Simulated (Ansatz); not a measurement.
Rock-salt LiI was calculated with r²SCAN (Ansatz, an electronic-structure program, PAW).

A relaxed, unreconstructed slab of the (110) face has 16 atoms, two equal faces of 25.626 Å² each and an energy of -61886.4602 eV. A bulk cell of 4 atoms with the same orientation and in-plane k mesh has -15471.7827 eV. Energies are extrapolated to zero smearing.

Settings: plane-wave cutoff 500 eV, 6×6×1 k mesh (along the axes of the cell as run), gaussian smearing 0.02 eV, scalar-relativistic PAW data made under PBE.

Worked out: γ = (E_slab − N E_bulk per atom)/2A = [-61886.4602 − 16 × (-15471.7827/4)]/(2 × 25.626) = 0.0131 eV/Å². With 16.022 J/m² per eV/Å² this is 0.21 J/m², or 0.34 eV per surface cell and face.
